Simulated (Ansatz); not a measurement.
# CuO (P-6m2) in Ansatz: further runs

Aim: see how the results for CuO move with the level of theory and the settings. Levels: LDA, PBE, PBEsol+U. Tasks: relaxation of cell and atoms.

Program: Ansatz 0.2.0. These are calculated values, not measurements. Logs are shortened: lines on timing, memory, paths and dates and some standing lists are left out, and cuts for length are marked.

### 1 The structure

Symmetry: P-6m2, No. 187, hexagonal system. Conventional cell: a = 2.836 Å, b = 2.836 Å, c = 2.768 Å, α = 90.00°, β = 90.00°, γ = 120.00°. Around Cu (site symmetry -6m2) lie 6 O at 2.14 Å. Around O (site symmetry -6m2) lie 6 Cu at 2.14 Å.

Measurements of this composition are mostly on another form, of space group No. 15.

### 2 Relaxation of cell and atoms, LDA

Input file input.yaml:

```yaml
crystal:
  lattice:
    - [2.83632511, 0.0, 0.0]
    - [-1.41816255, 2.4563296, 0.0]
    - [0.0, 0.0, 2.76811278]
  atoms:
    - { symbol: Cu, position: [0.0, 0.0, 0.0] }
    - { symbol: O, position: [0.6666666667, 0.3333333333, 0.5] }
hamiltonian:
  xc: lda
  pseudopotentials: { kind: paw }
kpoints:
  mp_grid: { grid: [11, 11, 10] }
scf:
  occupations: { method: fermi_dirac, width: 0.05 }
output:
  forces: true
  stress: true
  eigenvalues: true
relax:
  f_tol: 0.01
  max_steps: 40
  cell: { stress_tol: 0.05 }
```

Potentials or basis: Ansatz PAW.

Started as:

```bash
> ansatz run input.yaml --threads 2 --pin off --max-ram 5632MiB --backend cpu --events-out ev --progress --plain --runs-dir out
```

Log:

```text
Warning: RAYON_NUM_THREADS=2 ignored (pool sized by the plan → 2); use --threads N
Engine: ansatz 0.2.0, aarch64-unknown-linux-gnu
Pseudopotentials: kind: paw
Pseudopotential: Cu, paw, valence charge 19, recommended cutoff 420 eV (normal), Cu.paw.azcp
Pseudopotential: O, paw, valence charge 6, recommended cutoff 420 eV (normal), O.paw.azcp
Functional definition: SPW92
  exchange = slater_x
  correlation = pw_c
Crystal: 2 atoms, lattice volume = 19.285 Å³
Basis set: ecut = 420 eV, 405 PW (Γ)
Bands: 17, of which v1, the nominal top of the filled ones, is band 13 counted from 1 (12 counted from 0)
Symmetry: 12 space group operations
Space group: P-6m2 (ITA 187), of the structure as read, at distance tolerance 2.7e-5 Å
k-points: 96 of 1210 (time reversal used)
Non-local potential: Cu, projectors of the file, l = 0: 3, l = 1: 2, l = 2: 3, l = 3: 1
Non-local potential: O, projectors of the file, l = 0: 2, l = 1: 2, l = 2: 1
PAW form: soft (Blöchl's): semilocal exchange-correlation on the pseudo side does not see the compensation charge
PAW frozen core: Cu, regenerated for the run's functional, and the local potential with it (the file was generated under x = pbe(κ = 0.804, μ = 0.2195149727645171), c = pbe(β = 0.06672455060314922))
PAW frozen core: O, regenerated for the run's functional, and the local potential with it (the file was generated under x = pbe(κ = 0.804, μ = 0.2195149727645171), c = pbe(β = 0.06672455060314922))
PAW one-centre angular grid: Cu, 590 points (default); XC on 64 Gauss nodes
PAW one-centre angular grid: O, 110 points (default); XC on 64 Gauss nodes
Initial density: superposition of atomic densities (neutral atoms: chi_scale 0, normalization atom), corrected by the library's trained network
Initial wavefunctions: pseudopotential atomic-orbital guess
Functional: x = slater, c = lda
SCF iter   1: F=—  HF=-7108.920489 eV  |F-HF|=—  |Δ(HF+E_count)|=         —  Δρ=2.48e-2  dr2=7.49e-2  ethr=1.77e-3  ⟨swp⟩=5.5  Hψ=6984  notcnv=0
preconditioner: auto → none  [metal: Δε(μ)=0.011 eV  Ē_g=14.586 eV  σ=0.050 eV  W_gap=0.06  n_scr=8 (ndim 8)  ℏωp=34.9 eV  f_vac=0.003  D(μ)=3.01/eV (n_scr^D=58)  sad-step TF]
SCF iter   2: F=—  HF=-7108.903810 eV  |F-HF|=—  |Δ(HF+E_count)|=   1.67e-2  Δρ=1.22e-2  dr2=2.97e-2  ethr=3.00e-4  ⟨swp⟩=2.7  Hψ=3319  notcnv=0
SCF iter   3: F=—  HF=-7108.897551 eV  |F-HF|=—  |Δ(HF+E_count)|=   6.26e-3  Δρ=3.87e-3  dr2=3.35e-3  ethr=1.19e-4  ⟨swp⟩=2.0  Hψ=2015  notcnv=0
SCF iter   4: F=—  HF=-7108.896911 eV  |F-HF|=—  |Δ(HF+E_count)|=   6.39e-4  Δρ=1.65e-3  dr2=5.69e-4  ethr=1.34e-5  ⟨swp⟩=1.0  Hψ=1632  notcnv=0
SCF iter   5: F=—  HF=-7108.896792 eV  |F-HF|=—  |Δ(HF+E_count)|=   1.19e-4  Δρ=2.97e-4  dr2=1.87e-5  ethr=2.28e-6  ⟨swp⟩=1.0  Hψ=1635  notcnv=0
SCF iter   6: F=—  HF=-7108.896787 eV  |F-HF|=—  |Δ(HF+E_count)|=   4.66e-6  Δρ=3.08e-5  dr2=1.94e-7  ethr=7.47e-8  ⟨swp⟩=1.2  Hψ=1761  notcnv=0
SCF iter   7: F=-7108.896787 eV  HF=-7108.896787 eV  |F-HF|=4.37e-11  |Δ(HF+E_count)|=   1.38e-8  Δρ=8.64e-7  dr2=7.65e-11  ethr=4.00e-10  ⟨swp⟩=4.8  Hψ=6532  notcnv=0
SCF 1 converged in 7 iterations: F = -7108.896787 eV  dr2 = 7.65e-11
relax step   1: F+E_penalty+E_count = -7108.89678733 eV  Δ(F+E_penalty+E_count) = +0.000e0 eV  max|allowed force component| = 1.850e-17 eV/Å  Δτ_max = 0.0000 Å  P = -16.319 GPa  Ω = 19.285 Å³  (7 SCF iters, dr2 threshold 1.00e-7 eV, accepted)
Crystal: 2 atoms, lattice volume = 18.484 Å³
Basis set: ecut = 420 eV, 381 PW (Γ)
Initial density: handed on by an earlier stage of this run
Initial wavefunctions: those handed on with the density
iter 1 solved again at ethr=4.66e-5 eV; its pass at ethr=3.10e-3 eV (dr2=1.17e-2 eV) is discarded
SCF iter   1: F=—  HF=-7108.987103 eV  |F-HF|=—  |Δ(HF+E_count)|=         —  Δρ=9.11e-3  dr2=1.17e-2  ethr=4.66e-5  ⟨swp⟩=1.0  Hψ=9691  notcnv=0
preconditioner: auto → none  [metal: Δε(μ)=0.009 eV  Ē_g=15.132 eV  σ=0.050 eV  W_gap=0.04  n_scr=8 (ndim 8)  ℏωp=35.6 eV  f_vac=0.000  D(μ)=3.02/eV (n_scr^D=58)]
SCF iter   2: F=—  HF=-7108.985371 eV  |F-HF|=—  |Δ(HF+E_count)|=   1.73e-3  Δρ=3.25e-3  dr2=1.65e-3  ethr=4.66e-5  ⟨swp⟩=1.1  Hψ=1645  notcnv=0
SCF iter   3: F=—  HF=-7108.985058 eV  |F-HF|=—  |Δ(HF+E_count)|=   3.13e-4  Δρ=6.37e-4  dr2=4.27e-5  ethr=6.60e-6  ⟨swp⟩=1.9  Hψ=2287  notcnv=0
SCF iter   4: F=—  HF=-7108.985047 eV  |F-HF|=—  |Δ(HF+E_count)|=   1.14e-5  Δρ=1.44e-4  dr2=1.36e-6  ethr=1.71e-7  ⟨swp⟩=2.3  Hψ=2484  notcnv=0
[... 62 lines left out ...]
SCF iter   3: F=-7109.005274 eV  HF=-7109.005274 eV  |F-HF|=2.02e-7  |Δ(HF+E_count)|=   7.87e-7  Δρ=3.74e-5  dr2=1.51e-7  ethr=1.60e-8  ⟨swp⟩=2.1  Hψ=2332  notcnv=0
iter 4 did not close the SCF: its close was put off for the readings that it lacked (scf_convergence_deferred on its scf_iter line)
SCF iter   4: F=-7109.005274 eV  HF=-7109.005274 eV  |F-HF|=2.97e-10  |Δ(HF+E_count)|=   3.18e-8  Δρ=7.49e-6  dr2=3.77e-9  ethr=6.03e-10  ⟨swp⟩=2.1  Hψ=2204  notcnv=0
iter 5 did not close the SCF: its close was put off for the readings that it lacked (scf_convergence_deferred on its scf_iter line)
SCF iter   5: F=-7109.005274 eV  HF=-7109.005274 eV  |F-HF|=1.85e-10  |Δ(HF+E_count)|=   1.30e-9  Δρ=7.07e-7  dr2=3.46e-11  ethr=1.51e-11  ⟨swp⟩=2.0  Hψ=2332  notcnv=0
SCF iter   6: F=-7109.005274 eV  HF=-7109.005274 eV  |F-HF|=1.82e-12  |Δ(HF+E_count)|=  2.55e-11  Δρ=4.33e-8  dr2=2.72e-13  ethr=1.00e-12  ⟨swp⟩=1.0  Hψ=4845  notcnv=0
SCF 7 converged in 6 iterations: F = -7109.005274 eV  dr2 = 2.72e-13
relax step   7: F+E_penalty+E_count = -7109.00527390 eV  Δ(F+E_penalty+E_count) = -3.087e-4 eV  max|allowed force component| = 1.388e-17 eV/Å  Δτ_max = 0.0000 Å  P = +0.011 GPa  Ω = 17.726 Å³  energy of the carried Pulay correction = +2.574e-4 eV  (6 SCF iters, dr2 threshold 2.00e-7 eV, accepted)
iter 1 solved again at ethr=2.00e-9 eV; its pass at ethr=3.10e-3 eV (dr2=5.00e-7 eV) is discarded
SCF iter   1: F=—  HF=-7109.005050 eV  |F-HF|=—  |Δ(HF+E_count)|=         —  Δρ=2.15e-5  dr2=1.30e-8  ethr=2.00e-9  ⟨swp⟩=4.0  Hψ=12483  notcnv=0
SCF iter   2: F=—  HF=-7109.005049 eV  |F-HF|=—  |Δ(HF+E_count)|=   2.58e-7  Δρ=9.50e-6  dr2=1.93e-9  ethr=5.21e-11  ⟨swp⟩=2.0  Hψ=2211  notcnv=0
SCF iter   3: F=—  HF=-7109.005049 eV  |F-HF|=—  |Δ(HF+E_count)|=  2.47e-10  Δρ=1.25e-6  dr2=5.72e-11  ethr=7.70e-12  ⟨swp⟩=2.0  Hψ=2283  notcnv=0
iter 4 did not close the SCF: its close was put off for the readings that it lacked (scf_convergence_deferred on its scf_iter line)
SCF iter   4: F=-7109.005049 eV  HF=-7109.005049 eV  |F-HF|=2.27e-11  |Δ(HF+E_count)|=  1.55e-11  Δρ=4.05e-7  dr2=1.29e-11  ethr=1.00e-12  ⟨swp⟩=2.6  Hψ=2343  notcnv=0
iter 5 did not close the SCF: its close was put off for the readings that it lacked (scf_convergence_deferred on its scf_iter line)
SCF iter   5: F=-7109.005049 eV  HF=-7109.005049 eV  |F-HF|=0.00e0  |Δ(HF+E_count)|=  6.37e-12  Δρ=5.22e-8  dr2=1.48e-13  ethr=1.00e-12  ⟨swp⟩=1.0  Hψ=1632  notcnv=0
iter 6 did not close the SCF: its close was put off for the readings that it lacked (scf_convergence_deferred on its scf_iter line)
SCF iter   6: F=-7109.005049 eV  HF=-7109.005049 eV  |F-HF|=9.09e-13  |Δ(HF+E_count)|=  1.82e-12  Δρ=8.14e-9  dr2=9.44e-15  ethr=1.00e-12  ⟨swp⟩=1.0  Hψ=1632  notcnv=0
iter 7 did not close the SCF: its close was put off for the readings that it lacked (scf_convergence_deferred on its scf_iter line)
SCF iter   7: F=-7109.005049 eV  HF=-7109.005049 eV  |F-HF|=9.09e-13  |Δ(HF+E_count)|=  9.09e-13  Δρ=2.35e-9  dr2=8.89e-16  ethr=1.00e-12  ⟨swp⟩=1.0  Hψ=1632  notcnv=0
SCF iter   8: F=-7109.005049 eV  HF=-7109.005049 eV  |F-HF|=9.09e-13  |Δ(HF+E_count)|=  9.09e-13  Δρ=8.45e-10  dr2=7.74e-17  ethr=1.00e-12  ⟨swp⟩=1.9  Hψ=4164  notcnv=0
SCF 8 converged in 8 iterations: F = -7109.005049 eV  dr2 = 7.74e-17
relax step   8: F+E_penalty+E_count = -7109.00504949 eV  Δ(F+E_penalty+E_count) = +2.244e-4 eV  max|allowed force component| = 4.626e-18 eV/Å  Δτ_max = 0.0000 Å  P = -0.001 GPa  Ω = 17.726 Å³  stress off target by 1.90e-2 GPa  SCF on the basis re-selected at this cell (its energy is not comparable with the rows above)  (8 SCF iters)
basis re-selected at this cell: Δ(F+E_penalty+E_count) = +2.244e-4 eV, ΔP = -0.012 GPa vs the last step (what re-selecting the basis moved, of the pressure what is left beyond the Pulay correction that the steps carried, after the strain that the cell walked since its last selection, with what the two solves' SCF thresholds leave and, on support functions, any second-order correction that the steps lacked; it is no measure of the basis error at this ecutwfc). This SCF's stress stands 1.90e-2 GPa from its target on what of the cell is left free (relax.cell.stress_tol is 5.00e-2 GPa) and its largest allowed force component is 4.63e-18 eV/Å (relax.f_tol is 1.00e-2 eV/Å): within both
SCF converged after 8 iterations
Free energy (F): -7109.005049 eV
Harris-Foulkes:  -7109.005049 eV  (|F-HF|=9.09e-13)
Internal energy: -7108.982869 eV  (E = F + TS)
E sigma→0 (E₀):  -7108.993959 eV
Entropy (-TS):   -0.022181 eV (-11.090 meV/atom)
Fermi energy:    13.955218 eV
--- Per-component energies (eV) ---
  E_band       = -373.171914
  E_kinetic    = 471.769352
  E_local      = -4505.301797  (includes V_loc(G=0)·N_el)
  E_nonlocal   = 448.239188
  E_hartree    = 1954.703874
  E_xc         = -160.645028
  E_vxc        = -207.531841  (∫ρ·V_xc dr)
  E_paw        = -1740.918205  (= ΣΔE_a)
  E_vpaw       = -489.757029  (= ΣTr[D̂ρ^β])
  E_aug_tail   = 0.002466  (compensation charges beyond the density's cutoff)
  E_ewald      = -3577.379301
  E_core_change = 0.546582  (= ΣΔE_core)
  E_smearing   = -0.022181  (= −TS)
  E_closure    = -0.000000  (closes the sum)
  Σ components = -7109.005049   (vs F -7109.005049, Δ=0.00e0)
--- Forces (eV/Å), atoms counted from 1 ---
  atom   1  Cu    -0.00000000    -0.00000000    -0.00000000
  atom   2  O     -0.00000000    -0.00000000    -0.00000000
  max |Σ_I F_I| component: 4.63e-17 eV/Å
--- Stress (GPa, compression-positive) ---
        0.007800      -0.000000      -0.000000
       -0.000000       0.007800      -0.000000
       -0.000000       0.000000      -0.018962
  P = ⅓ Tr σ = -0.0011 GPa (-0.011 kbar)
--- Band table (eV; the first three rows and the last of 96) ---
  k-point 0: bands = ["-97.4754", "-55.4390", "-55.2110", "-55.2110", "-5.8606", "9.7050", "9.7050", "10.3315", "11.2899", "12.0302", "12.0302", "13.8177", "13.8177", "15.3967", "29.6787", "30.2712", "30.2712"]
  k-point 1: bands = ["-97.4752", "-55.4434", "-55.2106", "-55.2106", "-5.7513", "9.7254", "9.7590", "9.7590", "11.3078", "11.9255", "11.9255", "13.8466", "13.8466", "15.9946", "29.1301", "30.5267", "30.5267"]
  k-point 2: bands = ["-97.4744", "-55.4548", "-55.2097", "-55.2097", "-5.4480", "8.3286", "9.8996", "9.8996", "11.5841", "11.7033", "11.7033", "13.8742", "13.8742", "17.2077", "27.5968", "31.2849", "31.2849"]
  k-point 95: bands = ["-97.4692", "-55.4796", "-55.2304", "-55.2248", "-3.5416", "7.3550", "7.4644", "9.1604", "11.5912", "12.2396", "12.4163", "13.3675", "14.5963", "19.9610", "22.1179", "26.5360", "29.2565"]
--- Relaxed structure (6 steps of the walk, 6 accepted, 2 SCFs on fresh bases) ---
  F+E_penalty+E_count = -7109.00504949 eV   max|allowed force component| = 4.626e-18 eV/Å   (the final SCF, on the basis selected at the relaxed cell)
  cell:  # Å, volume = 17.7264 Å³
    - [2.7951916665368297, -2.844886798576821e-9, -3.573256265549235e-18]
    - [-1.3975958308046708, 2.4207069930898992, 1.7866281296250716e-18]
    - [-3.487321075180703e-18, 1.5655466667863377e-33, 2.6197910088521694]
  atoms:
    - { symbol: Cu, position: [-3.700743415524895e-17, -4.598233426152797e-34, 4.48436221037329e-36] }
    - { symbol: O, position: [0.6666666666666667, 0.3333333333333333, 0.5] }
```

Run time: 13 s. Hardware: 2 threads of Arm Neoverse V2, shared host; peak memory 0.33 GiB.

What came out:

```
Free energy                            : -7109.0050 eV
Relaxed volume                         : 8.86 Å³/atom
Relaxed cell                           : a = 2.795 Å, b = 2.795 Å, c = 2.620 Å, α = 90.00°, β = 90.00°, γ = 120.00°
Space group after relaxing (to 0.05 Å) : P-6m2 (No. 187)
Energy gained by relaxing              : 54.1 meV/atom
Ionic steps                            : 8
Pressure after relaxing                : 0.0 GPa
Band gap on the k mesh                 : none (metal or under the smearing width)
```

The path:
```csv
step,energy change (eV),largest force (eV/Å),volume (Å³)
1,0.0000,0.0000,19.29
2,-0.0883,0.0000,18.48
3,-0.1150,0.0000,17.64
4,-0.1149,0.0000,17.77
5,-0.1150,0.0000,17.76
6,-0.1082,0.0000,17.76
7,-0.1085,0.0000,17.73
8,-0.1083,0.0000,17.73
```

Final structure:
```cif
data_structure
_symmetry_space_group_name_H-M 'P 1'
_symmetry_Int_Tables_number 1
_cell_length_a 2.7952
_cell_length_b 2.7952
_cell_length_c 2.6198
_cell_angle_alpha 90.000
_cell_angle_beta 90.000
_cell_angle_gamma 120.000
_cell_volume 17.73
loop_
_atom_site_label
_atom_site_type_symbol
_atom_site_fract_x
_atom_site_fract_y
_atom_site_fract_z
_atom_site_occupancy
Cu1 Cu 0.00000 0.00000 0.00000 1
O1 O 0.66667 0.33333 0.50000 1
```

Caveat: the plane-wave basis is chosen anew once the cell has moved, so the energies of steps on either side of that aren't comparable; the pressure holds a Pulay correction of +1.1 GPa for the finite cutoff; an odd number of electrons without spin polarisation forces a metal; a magnetic or distorted state may lie lower; the run has no spin polarisation, though such a crystal can be magnetic; semilocal functionals often make such compounds metallic where correlation or magnetic order opens a gap, which also shifts bond lengths; the PAW data sets come from PBE, with cores solved anew for the run's functional, which leaves a small shift of forces and pressure. With open d or f shells a metallic result of LDA can be an artefact of self-interaction; +U or a hybrid may open a gap.

### 3 Relaxation of cell and atoms, PBE

Edit input.yaml of step 2 so:

```diff
@@ -9,3 +9,3 @@
 hamiltonian:
-  xc: lda
+  xc: pbe
   pseudopotentials: { kind: paw }
@@ -19,2 +19,6 @@
   eigenvalues: true
+  write_density: true
+  write_potential: true
+  elf: true
+  volumetric_format: npy
 relax:
```

Potentials or basis: Ansatz PAW.

Started as:

```bash
> ansatz run input.yaml --threads 2 --pin off --max-ram 5632MiB --backend cpu --events-out ev --progress --plain --runs-dir out
```

Wall time 13 s (2 threads of Arm Neoverse V2, shared host); peak memory 0.33 GiB.

It converged, with:

```yaml
Free_energy: -7190.5620 eV
Relaxed_volume: 9.69 Å³/atom
Relaxed_cell: a = 2.885 Å, b = 2.885 Å, c = 2.688 Å, α = 90.00°, β = 90.00°, γ = 120.00°
Space_group_after_relaxing_to_0.05_Å: P-6m2 (No. 187)
Energy_gained_by_relaxing: 9.5 meV/atom
Ionic_steps: 7
Pressure_after_relaxing: 0.0 GPa
Band_gap_on_the_k_mesh: none (metal or under the smearing width)
```

The path:
```
step  energy change (eV)  largest force (eV/Å)  volume (Å³)
   1              0.0000                0.0000        19.29
   2             -0.0169                0.0000        19.39
   3             -0.0180                0.0000        19.38
   4             -0.0180                0.0000        19.37
   5             -0.0189                0.0000        19.37
   6             -0.0189                0.0000        19.38
   7             -0.0190                0.0000        19.38
```

Final structure:
```yaml
crystal:
  lattice:
    - [2.88508, 0.00000, 0.00000]
    - [-1.44254, 2.49855, 0.00000]
    - [0.00000, 0.00000, 2.68839]
  atoms:
    - { symbol: Cu, position: [0.00000, 0.00000, 0.00000] }
    - { symbol: O, position: [0.66667, 0.33333, 0.50000] }
```

Levels at points of the mesh, in eV from the Fermi level:
| k point | band 10 | band 11 | band 12 | band 13 | band 14 | band 15 | band 16 | band 17 |
| --- | --- | --- | --- | --- | --- | --- | --- | --- |
| (0.00, 0.00, 0.00) | -1.69 | -1.69 | -0.12 | -0.12 | 1.04 | 15.56 | 15.82 | 15.82 |
| (0.00, 0.00, -0.50) | -2.14 | -1.31 | -0.24 | -0.24 | 7.25 | 7.36 | 20.36 | 20.36 |

Caveat: the plane-wave basis is chosen anew once the cell has moved, so the energies of steps on either side of that aren't comparable; the pressure holds a Pulay correction of +0.7 GPa for the finite cutoff; an odd number of electrons without spin polarisation forces a metal; a magnetic or distorted state may lie lower; the run has no spin polarisation, though such a crystal can be magnetic; semilocal functionals often make such compounds metallic where correlation or magnetic order opens a gap, which also shifts bond lengths.

### 4 Relaxation of cell and atoms, PBEsol+U

Edit input.yaml of step 3 so:

```diff
@@ -9,4 +9,5 @@
 hamiltonian:
-  xc: pbe
+  xc: pbesol
   pseudopotentials: { kind: paw }
+  hubbard: { sites: [{ species: Cu, l: d, u_eff: 5.3 }] }
 kpoints:
```

Started as:

```bash
> ansatz run input.yaml --threads 2 --pin off --max-ram 5632MiB --backend cpu --events-out ev --progress --plain --runs-dir out
```

Run time: 20 s. Hardware: 2 threads of Arm Neoverse V2, shared host; peak memory 0.33 GiB.

The run converged. Its results:

| Property | Result |
| --- | --- |
| Free energy | -7146.4802 eV |
| Relaxed volume | 9.39 Å³/atom |
| Relaxed cell | a = 2.860 Å, b = 2.860 Å, c = 2.651 Å, α = 90.00°, β = 90.00°, γ = 120.00° |
| Space group after relaxing (to 0.05 Å) | P-6m2 (No. 187) |
| Energy gained by relaxing | 15.6 meV/atom |
| Ionic steps | 9 |
| Pressure after relaxing | 0.0 GPa |
| Band gap on the k mesh | none (metal or under the smearing width) |

Step by step:
```csv
step,energy change (eV),largest force (eV/Å),volume (Å³)
1,0.0000,0.0000,19.29
2,-0.0249,0.0000,19.07
3,-0.0332,0.0000,18.72
4,-0.0330,0.0000,18.78
5,-0.0330,0.0000,18.78
6,-0.0312,0.0000,18.78
7,-0.0313,0.0000,18.78
8,-0.0313,0.0000,18.77
9,-0.0313,0.0000,18.77
```

Final structure:
```
CELL_PARAMETERS angstrom
2.85955 0.00000 0.00000
-1.42978 2.47644 0.00000
0.00000 0.00000 2.65114
ATOMIC_POSITIONS crystal
Cu 0.00000 0.00000 0.00000
O 0.66667 0.33333 0.50000
```

Levels at points of the mesh, in eV from the Fermi level:
| k point | band 10 | band 11 | band 12 | band 13 | band 14 | band 15 | band 16 | band 17 |
| --- | --- | --- | --- | --- | --- | --- | --- | --- |
| (0.00, 0.00, 0.00) | -2.43 | -1.89 | -0.20 | -0.20 | 1.89 | 16.43 | 16.70 | 16.70 |
| (0.00, 0.00, -0.50) | -3.40 | -2.13 | -0.15 | -0.15 | 8.04 | 8.25 | 21.60 | 21.60 |

Eigenvalues of the final occupation matrices:
```
  site  spin  trace               eigenvalues
site 1     1   4.80  0.91 0.91 0.99 0.99 1.00
```

Caveat: the plane-wave basis is chosen anew once the cell has moved, so the energies of steps on either side of that aren't comparable; the pressure holds a Pulay correction of +0.8 GPa for the finite cutoff; an odd number of electrons without spin polarisation forces a metal; a magnetic or distorted state may lie lower; the run has no spin polarisation, though such a crystal can be magnetic; U without spin polarisation on a metal has little footing; the PAW data sets come from PBE, with cores solved anew for the run's functional, which leaves a small shift of forces and pressure.

### 5 Overview

```csv
level,U,hubbard projectors,double counting,gap on the mesh (eV),pressure (GPa),relaxed volume (Å³/atom)
LDA,-,-,-,none,0.0,8.86
PBE,-,-,-,none,0.0,9.69
PBEsol+U,Cu d U = 5.3 eV,ortho-atomic (the default),fll (the default),none,0.0,9.39
```

Alike in all rows: task relaxation of cell and atoms; potentials or basis Ansatz PAW; no spin polarisation; cell relaxed; k mesh 11 × 11 × 10; cutoff (eV) 420; smearing fermi-dirac 0.05 eV.

Caveats: the plane-wave basis is chosen anew once the cell has moved, so the energies of steps on either side of that aren't comparable; an odd number of electrons without spin polarisation forces a metal; a magnetic or distorted state may lie lower; the run has no spin polarisation, though such a crystal can be magnetic; semilocal functionals often make such compounds metallic where correlation or magnetic order opens a gap, which also shifts bond lengths (some runs); the PAW data sets come from PBE, with cores solved anew for the run's functional, which leaves a small shift of forces and pressure (some runs); U without spin polarisation on a metal has little footing (some runs).

Absolute energies hang on the potentials; compare differences alone.
